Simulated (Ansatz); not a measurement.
# InAs (rock salt): the cost of one run

Computed with Ansatz 0.2.0 (DFT HSE06, scalar-relativistic, plane waves, PAW, unless a step's input says otherwise).

### 1 The system as given

The structure is cubic, space group Fm-3m (No. 225). Conventional cell: a = 5.743 Å, b = 5.743 Å, c = 5.743 Å, α = 90.00°, β = 90.00°, γ = 90.00°. Around In (site symmetry m-3m) lie 6 As at 2.87 Å. As (site symmetry m-3m) has 6 In at 2.87 Å as nearest neighbours.

Coordinates:

```
CELL_PARAMETERS angstrom
0.00000 2.87132 2.87132
2.87132 0.00000 2.87132
2.87132 2.87132 0.00000
ATOMIC_POSITIONS crystal
In 0.00000 0.00000 0.00000
As 0.50000 0.50000 0.50000
```

### 2 Volume × 1.05

File input.yaml:

```yaml
crystal:
  lattice:
    - [0.0, 2.871319708, 2.871319708]
    - [2.871319708, 0.0, 2.871319708]
    - [2.871319708, 2.871319708, 0.0]
  atoms:
    - { symbol: In, position: [0.0, 0.0, 0.0] }
    - { symbol: As, position: [0.5, 0.5, 0.5] }
scf:
  occupations: { method: gaussian, width: 0.1 }
output:
  forces: true
  stress: true
  eigenvalues: true
  write_density: true
  write_potential: true
  elf: true
  volumetric_format: npy
hamiltonian:
  xc: hse06
basis:
  ecutwfc: 500
kpoints:
  mp_grid: { grid: [12, 12, 12] }
```

Run with:

```
$ ansatz run input.yaml --threads 8 --pin off --max-ram 16384MiB --backend cpu --events-out ev --progress --plain --runs-dir out
```

Q: Estimate wall time and peak memory on 8 threads of Intel Xeon 6975P-C (Granite Rapids), shared host.

About 64 s, with a peak of 13 GiB.
